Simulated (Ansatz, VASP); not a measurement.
**One calculation of TiAl3, two programs**

```
Ti Al
1.0
     2.82062    0.00000    0.00000
     0.00000    4.64985    0.00000
     0.00000    0.00000    4.86785
Ti Al
1 3
Direct
  0.00000 0.50000 0.16592
  0.00000 0.00000 0.83590
  0.50000 0.00000 0.33091
  0.50000 0.50000 0.66727
```

Change from the starting cell: volume scaled by 0.98.

Alike in both runs: task single point; functional PBEsol; k mesh 9 × 6 × 6; occupations fermi-dirac, width 0.05 eV; no spin polarisation.

```csv
,VASP,Ansatz
version,VASP 6.6.1,Ansatz 0.2.0
potentials or method,"VASP PAW PBE potentials, release 64 (Ti_sv, Al)",Ansatz PAW
plane-wave cutoff (eV),520,420
valence electrons in the cell,21,21
```

Ansatz gave:

| Property | Result |
| --- | --- |
| gap on the k mesh at the Fermi level (eV) | none |
| pressure (GPa) | -0.4 |
| largest component of the traceless stress (GPa) | 2.12 |
| rms of the force components (eV/Å) | 0.017 |

Problem. Estimate VASP's values.

Solution. gap on the k mesh at the Fermi level (eV): none; pressure (GPa): -0.3; largest component of the traceless stress (GPa): 2.13; rms of the force components (eV/Å): 0.017.

Atom by atom the forces differ by 0.001 eV/Å (rms over components). A gap of «none» marks a metal or a gap that the smearing closes. With one functional, cell and mesh, what is left measures potentials, basis and numerics.

Caveats: the PAW data sets were made with another functional, which shifts forces and pressure a little (VASP); the PAW data sets come from PBE, with cores solved anew for the run's functional, which leaves a small shift of forces and pressure (Ansatz).
